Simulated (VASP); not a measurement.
Runs of VASP 6.6.1 on Tb. It takes space group Im-3m (No. 229, cubic). Conventional cell: a = 3.938 Å, b = 3.938 Å, c = 3.938 Å, α = 90.00°, β = 90.00°, γ = 90.00°. Around Tb (site symmetry m-3m) lie 8 Tb at 3.41 Å. This isn't the form of Tb at room conditions, which is hcp.

| level | potentials or basis | U | cell | smearing | gap on the mesh (eV) | pressure (GPa) | moment (μB) |
| --- | --- | --- | --- | --- | --- | --- | --- |
| revPBE+D3(BJ) | VASP PAW PBE potentials, release 64 (Tb_3), 4f in core | - | Im-3m, 30.53 Å³/atom | tetrahedron | none | 0.4 | 0.38 |
| PBE | VASP PAW PBE potentials, release 64 (Tb) | - | volume scaled by 1.06 | fermi-dirac 0.05 eV | none | -1.0 | 5.87 |
| PBEsol+U | VASP PAW PBE potentials, release 64 (Tb) | Tb f U = 4.0 eV | Im-3m, 32.48 Å³/atom | gaussian 0.1 eV | none | (a) | (b) |
| PBE | VASP PAW PBE potentials, release 64 (Tb) | - | Im-3m, 32.48 Å³/atom | fermi-dirac 0.05 eV | none | 0.3 | 5.88 |

Alike in all rows: task single point; spin collinear, typed start; k mesh 9 × 9 × 9; cutoff (eV) 520.

Task: Estimate the missing entries.

Result: (a) -2.2; (b) 6.62.

Caveats: the magnetic or orbital state may not be the lowest; spin-orbit coupling is left out, which moves the levels of the heavy elements; the PAW data sets were made with another functional, which shifts forces and pressure a little (some runs); the 4f electrons are frozen in the core as for a trivalent ion, so they carry no moment and show no levels (some runs); pairwise dispersion overbinds metals, which lowers pressure and volume (some runs); tetrahedron occupations give inexact forces and stress in metals (some runs).

A k mesh can miss the band edges, and the runs leave out spin-orbit coupling on Tb.

A gap of «none» marks a metal or a gap under the smearing width.

The runs don't all hold the same shells in valence.
